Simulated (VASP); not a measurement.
# KBr (Fm-3m) in VASP: density of states with PBE

Aim: the density of states of KBr with PBE.

Program: VASP 6.6.1. These are calculated values, not measurements. Logs are shortened: lines on timing, memory, paths and dates and some standing lists are left out, and cuts for length are marked.

### Step 1. The crystal as given

It takes space group Fm-3m (No. 225, cubic). The conventional cell has a = 6.614 Å, b = 6.614 Å, c = 6.614 Å, α = 90.00°, β = 90.00°, γ = 90.00°. Around K (site symmetry m-3m) lie 6 Br at 3.31 Å. Br (site symmetry m-3m) has 6 K at 3.31 Å as nearest neighbours.

The cell was built by a generator and needn't be a form met in nature.

### Step 2. Density of states, PBE

The input, POSCAR:

```
KBr
1.0
    0.0000000000      3.3069800000      3.3069800000
    3.3069800000      0.0000000000      3.3069800000
    3.3069800000      3.3069800000      0.0000000000
K Br
1 1
Direct
    0.0000000000      0.0000000000      0.0000000000
    0.5000000000      0.5000000000      0.5000000000
```

The input, INCAR.step1:

```
SYSTEM = KBr
PREC     = Accurate       ! precision mode
ENCUT    = 520            ! plane-wave cutoff, eV
EDIFF    = 1E-7           ! SCF threshold, eV
ISMEAR   = -1             ! smearing method
SIGMA    = 0.0127         ! smearing width, eV
LREAL    = .FALSE.        ! projectors in reciprocal space
LASPH    = .TRUE.         ! aspherical terms in the spheres
NELM     = 80             ! most SCF steps
ALGO     = Normal         ! electronic algorithm
ISIF     = 2              ! what is computed and relaxed
LWAVE    = .FALSE.        ! write WAVECAR
LCHARG   = .TRUE.         ! write CHGCAR
GGA      = PE             ! functional
NBANDS   = 15             ! bands
```

The input, KPOINTS.step1:

```
Automatic mesh
0
G
  7 7 7
  0 0 0
```

The input, INCAR.step2:

```
SYSTEM = KBr
PREC     = Accurate       ! precision mode
ENCUT    = 520            ! plane-wave cutoff, eV
EDIFF    = 1E-7           ! SCF threshold, eV
ISMEAR   = -5             ! smearing method
SIGMA    = 0.0127         ! smearing width, eV
LREAL    = .FALSE.        ! projectors in reciprocal space
LASPH    = .TRUE.         ! aspherical terms in the spheres
NELM     = 80             ! most SCF steps
ALGO     = Normal         ! electronic algorithm
ISIF     = 2              ! what is computed and relaxed
LWAVE    = .FALSE.        ! write WAVECAR
LCHARG   = .FALSE.        ! write CHGCAR
GGA      = PE             ! functional
LORBIT   = 11             ! projections on sites
NEDOS    = 1001           ! points of the DOS
ICHARG   = 11             ! starting density
```

The input, KPOINTS.step2:

```
Automatic mesh
0
G
  11 11 11
  0 0 0
```

Potentials or basis: VASP PAW PBE potentials, release 64 (K_sv, Br).

Run with:

```console
$ cat potpaw_PBE.64/K_sv/POTCAR potpaw_PBE.64/Br/POTCAR > POTCAR
$ cp INCAR.step1 INCAR
$ cp KPOINTS.step1 KPOINTS
$ mpirun -np 1 vasp_std > vasp.out
$ cp INCAR.step2 INCAR
$ cp KPOINTS.step2 KPOINTS
$ mpirun -np 1 vasp_std > vasp.out
```

OUTCAR:

```text
SYSTEM = KBr
   PREC = Accurate
   ENCUT = 520
   EDIFF = 1E-7
   ISMEAR = -5
   LREAL = .FALSE.
   LASPH = .TRUE.
   NELM = 80
   ISIF = 2
   GGA = PE
   LORBIT = 11
   ICHARG = 11

 ion  position               nearest neighbor table
   1  0.000  0.000  0.000-
   2  0.500  0.500  0.500-

  LATTYP: Found a face centered cubic cell.
 ALAT       =     6.6139600000

  Lattice vectors:

 A1 = (   0.0000000000,   3.3069800000,   3.3069800000)
 A2 = (   3.3069800000,   0.0000000000,   3.3069800000)
 A3 = (   3.3069800000,   3.3069800000,   0.0000000000)

Analysis of symmetry for initial positions (statically):
=====================================================================
 Subroutine PRICEL returns:
 Original cell was already a primitive cell.

 Routine SETGRP: Setting up the symmetry group for a
 face centered cubic supercell.

 Subroutine GETGRP returns: Found 48 space group operations
 (whereof 48 operations were pure point group operations)
 out of a pool of 48 trial point group operations.

The static configuration has the point symmetry O_h .

Analysis of symmetry for dynamics (positions and initial velocities):
=====================================================================
 Subroutine PRICEL returns:
 Original cell was already a primitive cell.

 Routine SETGRP: Setting up the symmetry group for a
 face centered cubic supercell.

 Subroutine GETGRP returns: Found 48 space group operations
 (whereof 48 operations were pure point group operations)
 out of a pool of 48 trial point group operations.

The dynamic configuration has the point symmetry O_h .

 Subroutine INISYM returns: Found 48 space group operations
 (whereof 48 operations are pure point group operations),
 and found     1 'primitive' translations

----------------------------------------------------------------------------------------

                                     Primitive cell

  volume of cell :      72.3310

  direct lattice vectors                    reciprocal lattice vectors
     0.000000000  3.306980000  3.306980000    -0.151195350  0.151195350  0.151195350
     3.306980000  0.000000000  3.306980000     0.151195350 -0.151195350  0.151195350
     3.306980000  3.306980000  0.000000000     0.151195350  0.151195350 -0.151195350

  length of vectors
     4.676775966  4.676775966  4.676775966     0.261878029  0.261878029  0.261878029

  position of ions in fractional coordinates (direct lattice)
     0.000000000  0.000000000  0.000000000
     0.500000000  0.500000000  0.500000000

  ion indices of the primitive-cell ions
   primitive index   ion index
                 1           1
                 2           2

----------------------------------------------------------------------------------------

 KPOINTS: Automatic mesh

Automatic generation of k-mesh.
 Grid dimensions read from file:
 generate k-points for:   11   11   11

 Generating k-lattice:

  Cartesian coordinates                     Fractional coordinates (reciprocal lattice)
    -0.013745032  0.013745032  0.013745032     0.090909091  0.000000000  0.000000000
     0.013745032 -0.013745032  0.013745032     0.000000000  0.090909091  0.000000000
     0.013745032  0.013745032 -0.013745032     0.000000000  0.000000000  0.090909091

  Length of vectors
     0.023807094  0.023807094  0.023807094

  Shift w.r.t. Gamma in fractional coordinates (k-lattice)
     0.000000000  0.000000000  0.000000000

 TETIRR: Found    201 inequivalent tetrahedra from     7986

 Subroutine IBZKPT returns following result:
 ===========================================

 Found     56 irreducible k-points:

 Following reciprocal coordinates:
            Coordinates               Weight
  0.000000  0.000000  0.000000      1.000000
  0.090909  0.000000  0.000000      8.000000
  0.181818  0.000000  0.000000      8.000000
  0.272727  0.000000  0.000000      8.000000
  0.363636  0.000000  0.000000      8.000000
  0.454545  0.000000  0.000000      8.000000
[... 16 lines left out ...]
 -0.272727  0.181818  0.000000     24.000000
 -0.181818  0.181818  0.000000     12.000000
 [... further k-points ...]
   k-points           NKPTS =     56   k-points in BZ     NKDIM =     56   number of bands    NBANDS=     12
   number of dos      NEDOS =   1001   number of ions     NIONS =      2
   total plane-waves  NPLWV =  46656
   dimension x,y,z NGX =    36 NGY =   36 NGZ =   36
   dimension x,y,z NGXF=    72 NGYF=   72 NGZF=   72
   ions per type =               1   1
   NGX,Y,Z   is equivalent  to a cutoff of  12.80, 12.80, 12.80 a.u.
   NGXF,Y,Z  is equivalent  to a cutoff of  25.59, 25.59, 25.59 a.u.
 SYSTEM =  KBr
   PREC   = accura    normal or accurate (medium, high low for compatibility)
   ISTART =      0    job   : 0-new  1-cont  2-samecut
   ICHARG =     11    charge: 1-file 2-atom 10-const
   ISPIN  =      1    spin polarized calculation?
   LNONCOLLINEAR =      F non collinear calculations
   LSORBIT =      F    spin-orbit coupling
   LASPH  =      T    aspherical Exc in radial PAW
   ENCUT  =  520.0 eV  38.22 Ry    6.18 a.u.   8.70  8.70  8.70*2*pi/ulx,y,z
   NELM   =     80;   NELMIN=  2; NELMDL=  0     # of ELM steps
   EDIFF  = 0.1E-06   stopping-criterion for ELM
   LREAL  =      F    real-space projection
   EDIFFG = 0.1E-05   stopping-criterion for IOM
   NSW    =      0    number of steps for IOM
   IBRION =     -1    ionic relax: 0-MD 1-quasi-New 2-CG
   NFREE  =      0    steps in history (QN), initial steepest desc. (CG)
   ISIF   =      2    stress and relaxation
   ISYM   =      2    0-nonsym 1-usesym 2-fastsym
   POTIM  = 0.5000    time-step for ionic-motion
   TEBEG  =    0.0;   TEEND  =   0.0 temperature during run
   PSTRESS=    0.0 pullay stress
   NELECT =      16.0000    total number of electrons
   NUPDOWN=      -1.0000    fix difference up-down
   EMIN   =  10.00;   EMAX   =-10.00  energy-range for DOS
   EFERMI =   0.00;   METHOD = LEGACY
   ISMEAR =    -5;   SIGMA  =   0.01  broadening in eV -4-tet -1-fermi 0-gaus
   EFERMI_NEDOS =   21; number of points for ismear=-14 and -15
   IALGO  =     38    algorithm
   IMIX   =      4    mixing-type and parameters
     AMIX     =   0.40;   BMIX     =  1.00
     AMIX_MAG =   1.60;   BMIX_MAG =  1.00
  volume/ion in A,a.u.               =      36.17       244.06
  Fermi-wavevector in a.u.,A,eV,Ry     =   0.990087  1.870993 13.337408  0.980272
  Thomas-Fermi vector in A             =   2.121732
   LORBIT       =     11    0 simple, 1 ext, 2 COOP (PROOUT), +10 PAW based schemes
   GGA     = PE    functional components
   LHFCALC =     F    Hartree Fock is set to
   AEXX    =    0.0000 exact exchange contribution
   IVDW    =     0    specifies the selected vdW correction
   LEPSILON=     F    determine dielectric tensor
   LRPA    =     F    only Hartree local field effects (RPA)
 non-spin polarized calculation
 Fermi weights with tetrahedron method with Bloechl corrections
  energy-cutoff  :      520.00
  volume of cell :       72.33
 maximum number of plane-waves:      1968

 number of electron      15.9999997 magnetization

 Free energy of the ion-electron system (eV)
  ---------------------------------------------------
  ext. energy  EPLUGINS =         0.00000000
  ---------------------------------------------------
  free energy    TOTEN  =        -6.21712547 eV

  energy without entropy =       -6.21712547  energy(sigma->0) =       -6.21712547

 E-fermi :  -1.7429     XC(G=0):  -7.3453

 val. band max:       -1.7656661375   @ k =   0.0000   0.0000   0.0000
 cond. band min:       2.6512923797   @ k =   0.0000   0.0000   0.0000
 fundamental gap:      4.4169585172
 Fermi energy:        -1.7429473317

 k-point     1 :       0.0000    0.0000    0.0000
  band No.  band energies     occupation
      1     -29.5603      2.00000
      2     -14.0502      2.00000
      3     -13.0371      2.00000
      4     -13.0371      2.00000
      5     -13.0371      2.00000
      6      -1.7657      2.00000
      7      -1.7657      2.00000
      8      -1.7657      2.00000
      9       2.6513      0.00000
     10       5.8371      0.00000
     11       5.8371      0.00000
     12       5.8371      0.00000

 k-point     2 :       0.0909    0.0000    0.0000
  band No.  band energies     occupation
      1     -29.5598      2.00000
      2     -14.0670      2.00000
      3     -13.0375      2.00000
      4     -13.0375      2.00000
      5     -13.0148      2.00000
      6      -1.8889      2.00000
      7      -1.7937      2.00000
      8      -1.7937      2.00000
      9       2.8653      0.00000
     10       5.7744      0.00000
     11       5.9354      0.00000
     12       5.9354      0.00000

 k-point     3 :       0.1818    0.0000    0.0000
  band No.  band energies     occupation
      1     -29.5587      2.00000
      2     -14.1091      2.00000
      3     -13.0387      2.00000
      4     -13.0387      2.00000
      5     -12.9581      2.00000
      6      -2.1817      2.00000
      7      -1.8671      2.00000
      8      -1.8671      2.00000
      9       3.4081      0.00000
     10       5.6881      0.00000
     11       6.2184      0.00000
     12       6.2184      0.00000

 k-point     4 :       0.2727    0.0000    0.0000
  band No.  band energies     occupation
      1     -29.5572      2.00000
      2     -14.1588      2.00000
      3     -13.0402      2.00000
      4     -13.0402      2.00000
      5     -12.8889      2.00000
      6      -2.5082      2.00000
      7      -1.9592      2.00000
      8      -1.9592      2.00000
      9       4.0554      0.00000
     10       5.7542      0.00000
     11       6.6584      0.00000
     12       6.6584      0.00000

 k-point     5 :       0.3636    0.0000    0.0000
  band No.  band energies     occupation
      1     -29.5558      2.00000
      2     -14.2003      2.00000
      3     -13.0416      2.00000
      4     -13.0416      2.00000
      5     -12.8293      2.00000
      6      -2.7702      2.00000
      7      -2.0404      2.00000
      8      -2.0404      2.00000
      9       4.5498      0.00000
     10       6.0630      0.00000
     11       7.2191      0.00000
     12       7.2191      0.00000
[... 228 lines left out ...]
      1     -29.5543      2.00000
      2     -14.1654      2.00000
      3     -13.0650      2.00000
      4     -13.0494      2.00000
      5     -12.8557      2.00000
      6      -2.7732      2.00000
      7      -2.2022      2.00000
      8      -2.0957      2.00000
      9       5.0887      0.00000
     10       6.1393      0.00000
     11       7.3214      0.00000
     12       7.7949      0.00000

 k-point    22 :      -0.3636    0.1818    0.0000
  band No.  band energies     occupation
      1     -29.5545      2.00000
      2     -14.1697      2.00000
      3     -13.0687      2.00000
      4     -13.0450      2.00000
      5     -12.8489      2.00000
      6      -2.7575      2.00000
      7      -2.1805      2.00000
      8      -2.0973      2.00000
      9       5.1039      0.00000
     10       6.0718      0.00000
     11       7.1631      0.00000
     12       7.5255      0.00000

 k-point    23 :      -0.2727    0.1818    0.0000
  band No.  band energies     occupation
      1     -29.5554      2.00000
      2     -14.1636      2.00000
      3     -13.0668      2.00000
      4     -13.0406      2.00000
      5     -12.8609      2.00000
      6      -2.6684      2.00000
      7      -2.1005      2.00000
      8      -2.0612      2.00000
      9       4.8326      0.00000
     10       5.6788      0.00000
     11       6.9912      0.00000
     12       7.2186      0.00000

 k-point    24 :      -0.1818    0.1818    0.0000
  band No.  band energies     occupation
      1     -29.5567      2.00000
      2     -14.1485      2.00000
      3     -13.0588      2.00000
      4     -13.0375      2.00000
      5     -12.8896      2.00000
      6      -2.5180      2.00000
      7      -1.9973      2.00000
      8      -1.9937      2.00000
      9       4.2919      0.00000
     10       5.5026      0.00000
     11       6.5652      0.00000
     12       7.0725      0.00000

 [... further k-points ...]
[... 5 lines left out ...]
  --------------------------------------------------------------------------------------
  -------------------------------------------------------------------------------------
  Total        0.2925475      0.2925475      0.2925475     -0.0000000     -0.0000000      0.0000000
  in kB        6.4801090      6.4801090      6.4801090     -0.0000000     -0.0000000      0.0000000
  external PRESSURE =       6.4801090 kB  Pullay stress =       0.0000000 kB

 VOLUME and BASIS-vectors are now :
 -----------------------------------------------------------------------------
  energy-cutoff  :      520.00
  volume of cell :       72.33
      direct lattice vectors                 reciprocal lattice vectors
     0.000000000  3.306980000  3.306980000    -0.151195350  0.151195350  0.151195350
     3.306980000  0.000000000  3.306980000     0.151195350 -0.151195350  0.151195350
     3.306980000  3.306980000  0.000000000     0.151195350  0.151195350 -0.151195350

 POSITION                                       TOTAL-FORCE (eV/Angst)
 -----------------------------------------------------------------------------------
      0.00000      0.00000      0.00000         0.000000     -0.000000      0.000000
      3.30698      3.30698      3.30698        -0.000000      0.000000     -0.000000
 -----------------------------------------------------------------------------------
    total drift:                                0.000000      0.000000      0.000000

  FREE ENERGIE OF THE ION-ELECTRON SYSTEM (eV)
  ---------------------------------------------------
  free  energy   TOTEN  =        -6.2171254719 eV

  energy  without entropy=       -6.2171254719  energy(sigma->0) =       -6.21712547

 total charge

# of ion       s       p       d       tot
------------------------------------------
    1        1.957   5.581   0.024   7.562
    2        1.599   3.303   0.001   4.903
--------------------------------------------------
tot          3.556   8.883   0.025  12.465
```

It took 28 s on 1 thread of Intel Xeon 6975P-C (Granite Rapids), shared host; peak memory 0.22 GiB.

What came out:

```yaml
Valence_electrons_inside_the_program's_atomic_spheres: K 7.56; Br 4.90
```

States per cell in windows of 1 eV (zero at the valence-band top; states under -8 eV left out):
```csv
from (eV),total,Br2_p,K1_d,K1_p,Br2_d,K1_s,Br2_s
-8.0,0.00,0.00,0.00,0.00,0.00,0.00,0.00
-7.0,0.00,0.00,0.00,0.00,0.00,0.00,0.00
-6.0,0.00,0.00,0.00,0.00,0.00,0.00,0.00
-5.0,0.00,0.00,0.00,0.00,0.00,0.00,0.00
-4.0,0.00,0.00,0.00,0.00,0.00,0.00,0.00
-3.0,0.00,0.00,0.00,0.00,0.00,0.00,0.00
-2.0,0.19,0.09,0.00,0.00,0.00,0.00,0.00
-1.0,5.92,3.27,0.02,0.06,0.00,0.01,0.00
0.0,0.01,0.01,0.00,0.00,0.00,0.00,0.00
1.0,0.00,0.00,0.00,0.00,0.00,0.00,0.00
2.0,0.00,0.00,0.00,0.00,0.00,0.00,0.00
3.0,0.00,0.00,0.00,0.00,0.00,0.00,0.00
4.0,0.03,0.00,0.00,0.00,0.00,0.00,0.00
5.0,0.26,0.02,0.00,0.00,0.00,0.01,0.02
6.0,1.72,0.07,0.15,0.04,0.05,0.02,0.05
7.0,2.00,0.16,0.26,0.02,0.06,0.04,0.03
```
